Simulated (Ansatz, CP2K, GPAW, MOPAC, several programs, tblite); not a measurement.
## PtSe2 (CdCl2 type) from semi-empirical methods to plane-wave DFT

PtSe2 (CdCl2 type), relaxed with r2SCAN+rVV10 in Ansatz, was computed with several methods. It is trigonal, R-3m (No. 166); a = 3.691 Å, c = 17.282 Å in the conventional setting, 22.66 Å³ an atom. Pt has 6 Se at 2.51 Å; Se has 3 Pt at 2.51 Å. The structure was generated, not taken from experiment, and needn't be the ground state; spin polarisation is off.

```cif
data_structure
_symmetry_space_group_name_H-M 'R-3m:H'
_symmetry_Int_Tables_number 166
_cell_length_a 3.6914
_cell_length_b 3.6914
_cell_length_c 17.2821
_cell_angle_alpha 90.000
_cell_angle_beta 90.000
_cell_angle_gamma 120.000
_cell_volume 203.94
loop_
_atom_site_label
_atom_site_type_symbol
_atom_site_symmetry_multiplicity
_atom_site_Wyckoff_symbol
_atom_site_fract_x
_atom_site_fract_y
_atom_site_fract_z
_atom_site_occupancy
Pt1 Pt 3 a 0.00000 0.00000 0.00000 1
Se1 Se 6 c 0.00000 0.00000 0.25678 1
```

Gaps and times are for a single point on this cell; volume and bulk modulus come from each method's own relaxation or energy curve at fixed shape, which is too stiff where a cell has free coordinates or axes. Times are rough, from shared hosts (Arm Neoverse V2), and each method has its own mesh and cell size. A double dagger marks a value from a curve with shape and coordinates held. PM7 (MOPAC): levels, charges or heat of formation failed a check of plausibility, so no values are given. PM7 (MOPAC), GFN1-xTB (tblite), GFN2-xTB (tblite) treat a cluster of cells at its zone centre, which samples few k points: where these miss a band edge, the gap comes out too large for that reason alone. Gaps from k meshes are read at a limited set of points (mesh, symmetry points, PBE's band edges), so each method's own least gap may be somewhat smaller. xTB and the PM methods were fitted mostly to molecules, and can miss a solid's gap by electronvolts. Minimal bases can be far off for gaps. Curves at held shape can't give the bulk modulus of a layered or molecular crystal, so none is listed. GLLB-SC's gap includes the derivative discontinuity. d marks a direct gap, i an indirect one (no mark: not told apart), a dash a value that wasn't computed or didn't pass its checks.

| method | kind | gap (eV) | own volume (Å³/atom) | bulk modulus (GPa) | atoms computed | processor time |
| --- | --- | --- | --- | --- | --- | --- |
| light PBE (260 eV and a coarse mesh) | light plane-wave | 0.34 i | – | – | 3 | 1.4 s |
| GFN1-xTB (tblite) | tight binding | 0.50 | 23.04‡ | – | 81 | 4.6 s |
| PBE | semilocal | 0.36 i | – | – | 3 | 6.9 s |
| GFN2-xTB (tblite) | tight binding | 0.45 | 24.01‡ | – | 81 | 7.6 s |
| PBE/SZV (CP2K) | small basis | 0.40 i | – | – | 3 | 10 s |
| r2SCAN | semilocal | 0.51 i | – | – | 3 | 18 s |
| PBE/DZVP (CP2K) | small basis | 0.36 i | 23.64‡ | – | 3 | 18 s |
| PBE/single zeta (GPAW) | small basis | 0.53 i | – | – | 3 | 19 s |
| GLLB-SC (GPAW) | model potential | 0.49 | – | – | 3 | 93 s |
| PM7 (MOPAC) | semi-empirical | – | – | – | 81 | 2.5 min |

Against r2SCAN (0.51 eV) and with closed or daggered gaps left aside, the nearest gap at the points sampled is that of GFN1-xTB (tblite) (-0.01 eV) and the farthest that of light PBE (260 eV and a coarse mesh) (-0.17 eV). r2SCAN is only a yardstick of convenience: semilocal gaps usually lie below measured ones, which GLLB-SC and hybrids aim to mend.

Spin-orbit coupling is left out, which matters wherever the heavy atoms make up the band edges.
